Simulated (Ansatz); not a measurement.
# InPd (Pm-3m) in Ansatz: notebook

The runs below take InPd through single point, with PBE.

Program: Ansatz 0.2.0. These are calculated values, not measurements. Logs are shortened: lines on timing, memory, paths and dates and some standing lists are left out, and cuts for length are marked.

**1. The crystal as given**

The structure is cubic, space group Pm-3m (No. 221). The conventional cell has a = 3.272 Å, b = 3.272 Å, c = 3.272 Å, α = 90.00°, β = 90.00°, γ = 90.00°. Around In (site symmetry m-3m) lie 8 Pd at 2.83 Å. Pd (site symmetry m-3m) is surrounded by 8 In at 2.83 Å.

The cell comes from a database or a generator and needn't be the stable form of this composition.

**2. Single point, PBE**

input.yaml

```yaml
crystal:
  lattice:
    - [3.27188478, 0.0, 0.0]
    - [0.0, 3.27188478, 0.0]
    - [0.0, 0.0, 3.27188478]
  atoms:
    - { symbol: In, position: [0.0, 0.0, 0.0] }
    - { symbol: Pd, position: [0.5, 0.5, 0.5] }
hamiltonian:
  xc: pbe
  pseudopotentials: { kind: paw }
kpoints:
  mp_grid: { grid: [8, 8, 8] }
scf:
  occupations: { method: gaussian, width: 0.023 }
output:
  forces: true
  stress: true
  eigenvalues: true
```

Potentials or basis: Ansatz PAW.

The run is started by

```
ansatz run input.yaml --threads 2 --pin off --max-ram 5632MiB --backend cpu --events-out ev --progress --plain --runs-dir out
```

The program printed:

```text
Warning: RAYON_NUM_THREADS=2 ignored (pool sized by the plan → 2); use --threads N
Engine: ansatz 0.2.0, x86_64-unknown-linux-gnu
Pseudopotentials: kind: paw
Pseudopotential: In, paw, valence charge 13, recommended cutoff 420 eV (normal), In.paw.azcp
Pseudopotential: Pd, paw, valence charge 18, recommended cutoff 420 eV (normal), Pd.paw.azcp
Functional definition: PBE
  parameter kappa = 0.804
  parameter beta = 0.06672455060314922
  exchange = pbe_x(kappa = kappa, mu = beta*pi^2/3)
  correlation = pbe_c(beta = beta)
Crystal: 2 atoms, lattice volume = 35.026 Å³
Basis set: ecut = 420 eV, 691 PW (Γ), exchange–correlation on 48×48×48 points (8 copies of the dense FFT grid, shifted against one another)
Bands: 20, of which v1, the nominal top of the filled ones, is band 16 counted from 1 (15 counted from 0)
Symmetry: 48 space group operations
Space group: Pm-3m (ITA 221), of the structure as read, at distance tolerance 3.3e-5 Å
k-points: 35 of 512
Non-local potential: In, projectors of the file, l = 0: 2, l = 1: 2, l = 2: 2, l = 3: 2
Non-local potential: Pd, projectors of the file, l = 0: 2, l = 1: 2, l = 2: 2, l = 3: 1
PAW form: soft (Blöchl's): semilocal exchange-correlation on the pseudo side does not see the compensation charge
PAW one-centre angular grid: In, 590 points (default); XC on 64 Gauss nodes
PAW one-centre angular grid: Pd, 590 points (default); XC on 64 Gauss nodes
Initial density: superposition of atomic densities (neutral atoms: chi_scale 0, normalization atom), corrected by the library's trained network
Initial wavefunctions: pseudopotential atomic-orbital guess
Functional: x = pbe(κ = 0.804, μ = 0.2195149727645171), c = pbe(β = 0.06672455060314922)
SCF iter   1: F=—  HF=-12571.654630 eV  |F-HF|=—  |Δ(HF+E_count)|=         —  Δρ=2.29e-3  dr2=2.08e-3  ethr=1.77e-3  ⟨swp⟩=5.9  Hψ=3169  notcnv=0
preconditioner: auto → none  [insulator: Δε(μ)=0.025 eV  Ē_g=14.542 eV  σ=0.023 eV  W_gap=0.56  n_scr=6 (ndim 8)  ℏωp=30.1 eV  f_vac=0.000  D(μ)=4.77/eV (n_scr^D=80)  ε∞_Penn≈5.3]
SCF iter   2: F=—  HF=-12571.654811 eV  |F-HF|=—  |Δ(HF+E_count)|=   1.81e-4  Δρ=8.95e-4  dr2=2.55e-4  ethr=6.70e-6  ⟨swp⟩=2.0  Hψ=1218  notcnv=0  defer=1
SCF iter   3: F=—  HF=-12571.654808 eV  |F-HF|=—  |Δ(HF+E_count)|=   3.29e-6  Δρ=1.82e-4  dr2=8.76e-6  ethr=8.24e-7  ⟨swp⟩=2.2  Hψ=825  notcnv=0  defer=1
SCF iter   4: F=—  HF=-12571.654821 eV  |F-HF|=—  |Δ(HF+E_count)|=   1.31e-5  Δρ=2.96e-5  dr2=1.03e-7  ethr=2.83e-8  ⟨swp⟩=2.7  Hψ=1032  notcnv=0  defer=1
iter 5 did not close the SCF: its close was put off for the readings that it lacked (scf_convergence_deferred on its scf_iter line)
SCF iter   5: F=-12571.654821 eV  HF=-12571.654821 eV  |F-HF|=3.79e-9  |Δ(HF+E_count)|=   1.39e-7  Δρ=8.21e-6  dr2=1.01e-8  ethr=3.32e-10  ⟨swp⟩=2.0  Hψ=1074  notcnv=0  defer=1
SCF iter   6: F=-12571.654821 eV  HF=-12571.654821 eV  |F-HF|=6.53e-10  |Δ(HF+E_count)|=   7.97e-9  Δρ=1.46e-6  dr2=7.89e-10  ethr=3.27e-11  ⟨swp⟩=3.5  Hψ=2551  notcnv=0
SCF 1 converged in 6 iterations: F = -12571.654821 eV  dr2 = 7.89e-10
SCF converged after 6 iterations
Free energy (F): -12571.654821 eV
Harris-Foulkes:  -12571.654821 eV  (|F-HF|=6.53e-10)
Internal energy: -12571.653440 eV  (E = F + TS)
E sigma→0 (E₀):  -12571.654131 eV
Entropy (-TS):   -0.001381 eV (-0.690 meV/atom)
Fermi energy:    16.642418 eV
--- Per-component energies (eV) ---
  E_band       = -144.276106
  E_kinetic    = 760.521534
  E_local      = -2900.999328  (includes V_loc(G=0)·N_el)
  E_nonlocal   = 585.205818
  E_hartree    = 1179.952305
  E_xc         = -384.852691
  E_vxc        = -312.302889  (∫ρ·V_xc dr)
  E_paw        = -7907.566313  (= ΣΔE_a)
  E_vpaw       = -636.604404  (= ΣTr[D̂ρ^β])
  E_aug_tail   = 0.000244  (compensation charges beyond the density's cutoff)
  E_ewald      = -3903.915009
  E_smearing   = -0.001381  (= −TS)
  E_closure    = -0.000000  (closes the sum)
  Σ components = -12571.654821   (vs F -12571.654821, Δ=0.00e0)
--- Forces (eV/Å), atoms counted from 1 ---
  atom   1  In    -0.00000000     0.00000000    -0.00000000
  atom   2  Pd     0.00000000     0.00000000    -0.00000000
  max |Σ_I F_I| component: 4.96e-29 eV/Å
--- Stress (GPa, compression-positive) ---
        3.674042       0.000000       0.000000
        0.000000       3.674042       0.000000
        0.000000       0.000000       3.674042
  P = ⅓ Tr σ = 3.6740 GPa (36.740 kbar)
--- Band table (eV; the first three rows and the last of 35) ---
  k-point 0: bands = ["-67.7622", "-33.5095", "-33.5095", "-33.5095", "1.7758", "1.7758", "2.1845", "2.1845", "2.1845", "6.6888", "12.9414", "12.9414", "14.4846", "14.4846", "14.4846", "20.9763", "20.9763", "20.9763", "26.1658", "27.3268"]
  k-point 1: bands = ["-67.7620", "-33.5142", "-33.5092", "-33.5092", "1.7842", "1.8274", "2.1689", "2.1689", "2.1891", "6.9373", "12.9441", "12.9769", "14.3072", "14.3072", "14.4738", "19.4763", "21.4643", "21.4643", "26.5982", "27.2361"]
  k-point 2: bands = ["-67.7615", "-33.5256", "-33.5084", "-33.5084", "1.8045", "1.9514", "2.1314", "2.1314", "2.2005", "7.6769", "12.8936", "12.9505", "13.9352", "13.9352", "14.4479", "17.2293", "22.7635", "22.7635", "26.7456", "26.9988"]
  k-point 34: bands = ["-67.7578", "-33.5357", "-33.5357", "-33.5357", "1.9143", "1.9143", "1.9143", "2.3963", "2.3963", "11.8900", "11.8900", "11.8900", "15.0998", "15.0998", "16.6751", "20.5493", "20.5493", "20.5493", "21.1519", "21.1519"]
```

Run time: 3.1 s. Hardware: 2 threads of Intel Xeon at 2.50GHz (Skylake/Cascade Lake), shared host; peak memory 0.33 GiB.

What came out:

* Free energy: -12571.6548 eV
* Pressure: 3.7 GPa
* Band gap on the k mesh: none (metal or under the smearing width)

Levels at points of the mesh, in eV from the Fermi level:
```
              k point  band 11  band 12  band 13  band 14  band 15  band 16  band 17  band 18  band 19  band 20
   (0.00, 0.00, 0.00)    -3.70    -3.70    -2.16    -2.16    -2.16     4.33     4.33     4.33     9.52    10.68
  (0.00, 0.00, -0.50)    -5.89    -3.68    -3.14    -3.14    -2.23    -1.00     9.67     9.67     9.98    10.83
 (0.00, -0.50, -0.50)    -3.38    -2.57    -2.57    -2.21    -2.21    -1.58     1.57     2.59     9.58    11.43
(-0.50, -0.50, -0.50)    -4.75    -4.75    -1.54    -1.54     0.03     3.91     3.91     3.91     4.51     4.51
```

**3. Single point, PBE**

Changes to input.yaml since step 2:

```diff
@@ -14,3 +14,3 @@
 scf:
-  occupations: { method: gaussian, width: 0.023 }
+  occupations: { method: gaussian, width: 0.024 }
 output:
```

Potentials or basis: Ansatz PAW.

The run is started by

```
ansatz run input.yaml --threads 2 --pin off --max-ram 5632MiB --backend cpu --events-out ev --progress --plain --runs-dir out
```

Wall time 2.8 s (2 threads of Intel Xeon at 2.50GHz (Skylake/Cascade Lake), shared host); peak memory 0.33 GiB.

It converged, with:

```
Free energy            : -12571.6549 eV
Pressure               : 3.7 GPa
Band gap on the k mesh : none (metal or under the smearing width)
```

Levels at points of the mesh, in eV from the Fermi level:
```
              k point  band 13  band 14  band 15  band 16  band 17  band 18
   (0.00, 0.00, 0.00)    -2.16    -2.16    -2.16     4.33     4.33     4.33
  (0.00, 0.00, -0.50)    -3.14    -3.14    -2.23    -1.00     9.67     9.67
 (0.00, -0.50, -0.50)    -2.57    -2.21    -2.21    -1.58     1.57     2.59
(-0.50, -0.50, -0.50)    -1.54    -1.54     0.03     3.91     3.91     3.91
```
